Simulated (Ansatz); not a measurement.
**Response to strain in KBr**

Start from KBr in the rock salt structure (space group Fm-3m, No. 225; a = 6.6082 Å). Axes: x, y, z lie along the cube axes.

Strains are applied to the cell and any free atomic positions relax; under biaxial strain the out-of-plane vector relaxes too; under stress the whole cell relaxes.

All numbers come from r2SCAN/PAW in Ansatz (a first-principles code), without spin-orbit coupling.

Notes on the quantities. energy relative to the base: free energy F.

```tsv
variant	energy relative to the base	space group	band gap
base	0 meV/atom	Fm-3m (No. 225)	5.07 eV
biaxial strain −0.92 %, plane normal [001], relaxed out of plane	+0.9 meV/atom	I4/mmm (No. 139)	5.11 eV
biaxial strain +1.40 %, plane normal [001], relaxed out of plane	+1.7 meV/atom	I4/mmm (No. 139)	4.99 eV
biaxial strain −1.34 %, plane normal [110], relaxed out of plane	+1.3 meV/atom	Immm (No. 71)	5.09 eV
biaxial strain −1.16 %, plane normal [110], relaxed out of plane	+0.9 meV/atom	Immm (No. 71)	5.08 eV
isotropic strain −3.17 %	+19 meV/atom	Fm-3m (No. 225)	5.36 eV
uniaxial strain ε_yy = −2.07 %	+2.1 meV/atom	I4/mmm (No. 139)	5.12 eV
tensor shear ε_xy = +2.42 %	+1.4 meV/atom	Immm (No. 71)	5.00 eV
uniaxial stress, 1 GPa tension along z	+4.0 meV/atom	I4/mmm (No. 139)	[?]
uniaxial stress, 3 GPa compression along x	[?]	I4/mmm (No. 139)	5.14 eV
```

### Question
Some entries are withheld; estimate them.

### Answer

- uniaxial stress, 1 GPa tension along z, band gap: 4.98 eV
- uniaxial stress, 3 GPa compression along x, energy relative to the base: +16 meV/atom

Beyond what the load breaks, stability against distortions was not tested.
